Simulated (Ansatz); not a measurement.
Crystal: Re.

```
Re
1.0
     2.76080    0.00000    0.00000
    -1.38040    2.39092    0.00000
     0.00000    0.00000    4.45820
Re
2
Direct
  0.66667 0.33333 0.75000
  0.33333 0.66667 0.25000
```

* Program: Ansatz 0.2.0
* Task: relaxation of cell and atoms
* Functional: SVWN5
* Potentials or basis: Ansatz PAW
* Cutoff: 420 eV (not typed: the program's choice for these potentials)
* k mesh: 11 × 11 × 6
* Occupations: fermi-dirac, width 0.05 eV
* Spin: no spin polarisation

At the start: volume 14.71 Å³/atom.

Q: How do energy, volume and symmetry change on relaxing?

A: It ends after 4 steps and the volume is 14.32 Å³/atom (-2.7 %); space group P6_3/mmc (No. 194, to 0.05 Å).

Step by step:
```csv
step,energy change (eV),largest force (eV/Å),volume (Å³)
1,0.0000,0.0000,29.43
2,-0.0262,0.0000,28.73
3,-0.0266,0.0000,28.64
4,-0.0260,0.0000,28.64
```

Final structure:
```
CELL_PARAMETERS angstrom
2.73653 0.00000 0.00000
-1.36826 2.36990 0.00000
0.00000 0.00000 4.41590
ATOMIC_POSITIONS crystal
Re 0.66667 0.33333 0.75000
Re 0.33333 0.66667 0.25000
```

Caveat: the plane-wave basis is chosen anew once the cell has moved, so the energies of steps on either side of that aren't comparable; the PAW data sets come from PBE, with cores solved anew for the run's functional, which leaves a small shift of forces and pressure.
